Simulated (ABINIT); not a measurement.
# AlN (F-43m): G0W0 with ABINIT, start to end

Aim: the G0W0 gap of AlN (F-43m) on PBE, step by step.

Main program and level: ABINIT 10.8.3; PBE and many-body steps on it, plane waves.

## (1) The starting structure

Symmetry: F-43m, No. 216, cubic system. The conventional cell has a = 4.368 Å, b = 4.368 Å, c = 4.368 Å, α = 90.00°, β = 90.00°, γ = 90.00°. Nearest to Al lie 4 N at 1.89 Å. N has 4 Al at 1.89 Å nearest. Farther neighbours and most contacts between anions are not listed.

As a file:

```cif
data_structure
_symmetry_space_group_name_H-M 'P 1'
_symmetry_Int_Tables_number 1
_cell_length_a 3.0886
_cell_length_b 3.0886
_cell_length_c 3.0886
_cell_angle_alpha 60.000
_cell_angle_beta 60.000
_cell_angle_gamma 60.000
_cell_volume 20.83
loop_
_atom_site_label
_atom_site_type_symbol
_atom_site_fract_x
_atom_site_fract_y
_atom_site_fract_z
_atom_site_occupancy
Al1 Al 0.00000 0.00000 0.00000 1
N2 N 0.75000 0.75000 0.75000 1
```

The cell and positions are those that the Materials Project relaxed with its own functionals (PBE, PBE+U or r2SCAN), kept fixed. This is not the form that AlN usually takes at ambient conditions.

## (2) Ground state

This step: ABINIT 10.8.3; DFT, PBE, plane waves, norm-conserving pseudopotentials.

The ground-state density comes first.

run.abi reads:

```
acell 3*1.0 Angstrom
rprim 
  -0.000000000000 2.183993559600 2.183993559600
  2.183993559600 -0.000000000000 2.183993559600
  2.183993559600 2.183993559600 -0.000000000000
ntypat 2
znucl 13 7
natom 2
typat 1 2
xred 
  0.000000000000 0.000000000000 0.000000000000
  0.750000000000 0.750000000000 0.750000000000
pp_dirpath "pseudos"
pseudos "Al.upf, N.upf"
ecut 36
ngkpt 8 8 8
nshiftk 1
shiftk 0 0 0
kptopt 1
chksymbreak 0
nband 9
occopt 1
tolvrs 1e-10
nstep 60
prtwf 0
indata_prefix "in"
outdata_prefix "out"
tmpdata_prefix "tmp"
```

Run with:

```
$ OMP_NUM_THREADS=1 mpirun -n 8 abinit run.abi > log
```

Numbers of over 12 decimals in the logs are rounded to 6 here.

Log:

```text
.Version 10.8.3 of ABINIT. v10.8.2 released Aug 2026.

 Symmetries : space group F-4 3 m (#216); Bravais cF (face-center cubic)
================================================================================
 Values of the parameters that define the memory need of the present run
     intxc =       0    ionmov =       0      iscf =       7    lmnmax =       6
     lnmax =       6     mgfft =      32  mpssoang =       3    mqgrid =    3001
     natom =       2  nloc_mem =       1    nspden =       1   nspinor =       1
    nsppol =       1      nsym =      24    n1xccc =    2501    ntypat =       2
    occopt =       1   xclevel =       2
-    mband =           9        mffmem =           1         mkmem =           4
       mpw =        1475          nfft =       32768          nkpt =          29
================================================================================
  Rough estimation (10% accuracy) of disk space for files :
================================================================================

--------------------------------------------------------------------------------
------------- Echo of variables that govern the present computation ------------
--------------------------------------------------------------------------------
 -outvars: echo values of preprocessed input variables --------
            acell      1.8897261259E+00  1.8897261259E+00  1.8897261259E+00 Bohr

      chksymbreak           0
             ecut      3.60000000E+01 Hartree
-          fftalg         312

              ixc     -101130
              kpt      0.00000000E+00  0.00000000E+00  0.00000000E+00
                       1.25000000E-01  0.00000000E+00  0.00000000E+00
                       2.50000000E-01  0.00000000E+00  0.00000000E+00
                       3.75000000E-01  0.00000000E+00  0.00000000E+00
                       5.00000000E-01  0.00000000E+00  0.00000000E+00
                       1.25000000E-01  1.25000000E-01  0.00000000E+00
                       2.50000000E-01  1.25000000E-01  0.00000000E+00
                       3.75000000E-01  1.25000000E-01  0.00000000E+00
                       5.00000000E-01  1.25000000E-01  0.00000000E+00
   [... 18 further rows ...]
                      -3.75000000E-01  5.00000000E-01  1.25000000E-01
                      -2.50000000E-01  5.00000000E-01  2.50000000E-01
         kptrlatt        8    0    0      0    8    0      0    0    8
          kptrlen      4.66933685E+01
P           mkmem           4
            natom           2
            nband           9
            ngfft          32      32      32
             nkpt          29
            nstep          60
             nsym          24
           ntypat           2
              occ      2.000000  2.000000  2.000000  2.000000  0.000000  0.000000
[...]
prtwf           0
            rprim     -0.0000000000E+00  2.1839935596E+00  2.1839935596E+00
[...]
spgroup         216

           tolvrs      1.00000000E-10

             xred      0.0000000000E+00  0.0000000000E+00  0.0000000000E+00
[...]
znucl       13.00000    7.00000

================================================================================

 chkinp: Checking input parameters for consistency.

================================================================================
== DATASET  1 ==================================================================
-   mpi_nproc: 8, omp_nthreads: 1 (-1 if OMP is not activated)

--- !DatasetInfo
iteration_state: {dtset: 1, }
dimensions: {natom: 2, nkpt: 29, mband: 9, nsppol: 1, nspinor: 1, nspden: 1, mpw: 1475, }
cutoff_energies: {ecut:  36.0, pawecutdg:  -1.0, }
electrons: {nelect:   8.00000000E+00, charge:   0.00000000E+00, occopt:   1.00000000E+00, tsmear:   1.00000000E-02, }

 Real(R)+Recip(G) space primitive vectors, cartesian coordinates (Bohr,Bohr^-1):
 R(1)=  0.0000000  4.1271497  4.1271497  G(1)= -0.1211490  0.1211490  0.1211490
 R(2)=  4.1271497  0.0000000  4.1271497  G(2)=  0.1211490 -0.1211490  0.1211490
 R(3)=  4.1271497  4.1271497  0.0000000  G(3)=  0.1211490  0.1211490 -0.1211490
 Unit cell volume ucvol=  1.4059849E+02 bohr^3
 Angles (23,13,12)=  6.00000000E+01  6.00000000E+01  6.00000000E+01 degrees

 getcut: wavevector=  0.0000  0.0000  0.0000  ngfft=  32  32  32
         ecut(hartree)=     36.000   => boxcut(ratio)=   2.02987

--- Pseudopotential description ------------------------------------------------
- Al Generated using ONCVPSP code by D. R. Hamann
- 13.00000   3.00000  171031                  znucl, zion, pspdat
12 -101130 2 -1 1876                          pspcod,pspxc,lmax,lloc,mmax
     nproj     2     2     2
  pspatm : epsatm=    4.08140545
         --- l  ekb(1:nproj) -->
[...]
pspatm: atomic psp has been read  and splines computed

- N Generated using ONCVPSP code by D. R. Hamann
-  7.00000   5.00000  171031                  znucl, zion, pspdat
12 -101130 1 -1 1058                          pspcod,pspxc,lmax,lloc,mmax
     nproj     2     2     0
  pspatm : epsatm=    5.20977870
         --- l  ekb(1:nproj) -->
[...]
1   -4.293905   -1.006988
 pspatm: atomic psp has been read  and splines computed

   7.43294732E+01                                ecore*ucvol(ha*bohr**3)
--------------------------------------------------------------------------------

_setup2: Arith. and geom. avg. npw (full set) are    1449.447    1449.423

================================================================================

--- !BeginCycle
iteration_state: {dtset: 1, }
solver: {iscf: 7, nstep: 60, nline: 4, wfoptalg: 0, }
tolerances: {tolvrs: 1.00E-10, }

     iter   Etot(hartree)      deltaE(h)  residm     vres2
 ETOT  1  -12.634092342631    -1.263E+01 1.154E-01 5.062E+02
 ETOT  2  -12.674579766554    -4.049E-02 1.118E-02 3.909E+02
 ETOT  3  -12.792254021089    -1.177E-01 3.968E-03 7.560E-01
 ETOT  4  -12.792395939617    -1.419E-04 2.268E-03 1.058E-02
 ETOT  5  -12.792396619737    -6.801E-07 1.683E-04 5.916E-04
 ETOT  6  -12.792396656975    -3.724E-08 2.226E-04 2.127E-06
 ETOT  7  -12.792396657092    -1.169E-10 1.632E-05 4.114E-07
 ETOT  8  -12.792396657207    -1.152E-10 2.316E-05 3.147E-09
 ETOT  9  -12.792396657208    -7.407E-13 1.662E-06 3.158E-10
 ETOT 10  -12.792396657208     1.599E-14 2.539E-06 1.021E-11

 At SCF step   10       vres2   =  1.02E-11 < tolvrs=  1.00E-10 =>converged.

 Cartesian components of stress tensor (hartree/bohr^3)
  sigma(1 1)= -1.38000088E-04  sigma(3 2)=  0.00000000E+00
  sigma(2 2)= -1.38000088E-04  sigma(3 1)=  0.00000000E+00
  sigma(3 3)= -1.38000088E-04  sigma(2 1)=  0.00000000E+00

--- !ResultsGS
iteration_state: {dtset: 1, }
comment   : Summary of ground state results
lattice_vectors:
- [ -0.0000000,   4.1271497,   4.1271497, ]
- [  4.1271497,  -0.0000000,   4.1271497, ]
- [  4.1271497,   4.1271497,  -0.0000000, ]
lattice_lengths: [   5.83667,    5.83667,    5.83667, ]
lattice_angles: [ 60.000,  60.000,  60.000, ] # degrees, (23, 13, 12)
lattice_volume:   1.4059849E+02
convergence: {deltae:  1.599E-14, res2:  1.021E-11, residm:  2.539E-06, diffor: null, }
etotal    :  -1.27923967E+01
entropy   :   0.00000000E+00
fermie    :   1.89575042E-01
cartesian_stress_tensor: # hartree/bohr^3
- [ -1.38000088E-04,   0.00000000E+00,   0.00000000E+00, ]
- [  0.00000000E+00,  -1.38000088E-04,   0.00000000E+00, ]
- [  0.00000000E+00,   0.00000000E+00,  -1.38000088E-04, ]
pressure_GPa:   4.0601E+00
xred      :
- [  0.0000E+00,   0.0000E+00,   0.0000E+00, Al]
- [  7.5000E-01,   7.5000E-01,   7.5000E-01,  N]
cartesian_forces: # hartree/bohr
- [ -0.00000000E+00,  -0.00000000E+00,  -0.00000000E+00, ]
- [ -0.00000000E+00,  -0.00000000E+00,  -0.00000000E+00, ]
force_length_stats: {min:   0.00000000E+00, max:   0.00000000E+00, mean:   0.00000000E+00, }

 Integrated electronic density in atomic spheres:
 ------------------------------------------------
 Atom  Sphere_radius  Integrated_density
    1        2.00000          1.10832935
    2        2.00000          5.38580503
================================================================================

 ----iterations are completed or convergence reached----

 Mean square residual over all n,k,spin=   11.386E-09; max=  25.386E-07
 reduced coordinates (array xred) for    2 atoms
       0.000000000000      0.000000000000      0.000000000000
       0.750000000000      0.750000000000      0.750000000000
 rms dE/dt=  0.0000E+00; max dE/dt=  0.0000E+00; dE/dt below (all hartree)
    1       0.000000000000      0.000000000000      0.000000000000
    2       0.000000000000      0.000000000000      0.000000000000

 cartesian coordinates (angstrom) at end:
    1      0.000000     0.000000     0.000000
    2      3.275990     3.275990     3.275990

 cartesian forces (hartree/bohr) at end:
    1     -0.000000    -0.000000    -0.000000
    2     -0.000000    -0.000000    -0.000000
 frms,max,avg= 0.0000000E+00 0.0000000E+00   0.000E+00  0.000E+00  0.000E+00 h/b

 cartesian forces (eV/Angstrom) at end:
    1     -0.000000    -0.000000    -0.000000
    2     -0.000000    -0.000000    -0.000000
 frms,max,avg= 0.0000000E+00 0.0000000E+00   0.000E+00  0.000E+00  0.000E+00 e/A
 length scales=  1.889726125908  1.889726125908  1.889726125908 bohr
              =  1.000000000000  1.000000000000  1.000000000000 angstroms
 prteigrs : about to open file out_EIG
 Fermi (or HOMO) energy (hartree) =   0.18958   Average Vxc (hartree)=  -0.39437
 Eigenvalues (hartree) for nkpt=  29  k points:
 kpt#   1, nband=  9, wtk=  0.00195, kpt=  0.0000  0.0000  0.0000 (reduced coord)
  -0.36046    0.18958    0.18958    0.18958    0.34363    0.65223    0.65223    0.65223
   0.84170
 prteigrs : prtvol=0 or 1, do not print more k-points.

--- !EnergyTerms
iteration_state     : {dtset: 1, }
comment             : Components of total free energy in Hartree
kinetic             :  8.18806009915905E+00
hartree             :  2.82096206911135E+00
xc                  : -4.24885300507605E+00
Ewald energy        : -1.08999795989279E+01
psp_core            :  5.28664802613182E-01
local_psp           : -8.51484725719230E+00
non_local_psp       : -6.66403766895543E-01
total_energy        : -1.27923966572082E+01
total_energy_eV     : -3.48098846451088E+02
band_energy         :  3.20550667474476E-02

 Cartesian components of stress tensor (hartree/bohr^3)
  sigma(1 1)= -1.38000088E-04  sigma(3 2)=  0.00000000E+00
  sigma(2 2)= -1.38000088E-04  sigma(3 1)=  0.00000000E+00
  sigma(3 3)= -1.38000088E-04  sigma(2 1)=  0.00000000E+00

-Cartesian components of stress tensor (GPa)         [Pressure=  4.0601E+00 GPa]
- sigma(1 1)= -4.06010277E+00  sigma(3 2)=  0.00000000E+00
- sigma(2 2)= -4.06010277E+00  sigma(3 1)=  0.00000000E+00
- sigma(3 3)= -4.06010277E+00  sigma(2 1)=  0.00000000E+00

== END DATASET(S) ==============================================================
================================================================================

 -outvars: echo values of variables after computation  --------
           etotal     -1.2792396657E+01
            nband           9
             nkpt          29
          spgroup         216
 [... the other variables as echoed above ...]

 Calculation completed.
```

Elapsed: 2.7 s, on 8 MPI ranks of Arm Neoverse V2, shared host; peak memory 0.07 GiB.

This step gave:

| Property | Result |
| --- | --- |
| total energy | -348.0988 eV |
| gap | 3.325 eV |
| k of the valence top | 0, 0, 0 |
| k of the conduction bottom | 0.5, 0.5, 0 |
| least direct gap | 4.192 eV |
| pressure | 4.060 GPa |

The gap is indirect, with the least direct gap 0.87 eV higher.

The cutoff was set for levels, not for stress, so the pressure can be off by some GPa.

[end of part 1 of 3]

[Paths, hosts, dates, memory and timing lines, banners, echoed tables and standing remarks are left out of the program output.]

[Logs are printed without paths, hosts, clocks, repeated set-up lines and the standing remarks that a program may print on its own settings, such as how far it seeks lower states.]

[Runs of the session that timed out or met a known fault of the program may be left out.]

[Hosts, paths, dates, database ids (printed as entryN), source tags and the programs' standing remarks are cut or masked in the printed files.]

[G0W0 gaps are taken among the corrected bands and points alone; a level outside them can change the order at an edge.]

[Where Ansatz stands beside ABINIT at settings called matched, ABINIT's density can come from a denser mesh and the files from another edition; pairs whose starting gaps differed by over 0.03 eV were left out, so agreement reads better than it is.]
